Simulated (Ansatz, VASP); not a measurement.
One calculation of BAs, two programs

```
B As
1.0
     0.00000    2.38394    2.38394
     2.38394    0.00000    2.38394
     2.38394    2.38394    0.00000
B As
1 1
Direct
  0.00000 0.00000 0.00000
  0.25000 0.25000 0.25000
```

Alike in both runs: functional PBEsol; k mesh 10 × 10 × 10; no spin polarisation.

Ansatz relaxed the structure, and its values are those at the end. VASP's run is a single point on that final structure, the one shown.

|  | VASP | Ansatz |
| --- | --- | --- |
| version | VASP 6.6.1 | Ansatz 0.2.0 |
| potentials or method | VASP PAW PBE potentials, release 64 (B, As) | scalar-relativistic, plane waves, PAW |
| plane-wave cutoff (eV) | 520 | 420 |
| occupations | gaussian, width 0.01 eV | fixed |
| valence electrons in the cell | 8 | 18 |

```tsv
	VASP	Ansatz	Ansatz less VASP
gap on the k mesh at the Fermi level (eV)	1.07	1.08	+0.009
least direct gap on the mesh (eV)	3.25	3.25	+0.004
pressure (GPa)	0.9	0.0	-0.88
```

The two sets of potentials don't hold the same shells in valence.

Caveats: the PAW data sets were made with another functional, which shifts forces and pressure a little (VASP). A k mesh can miss the band edges.
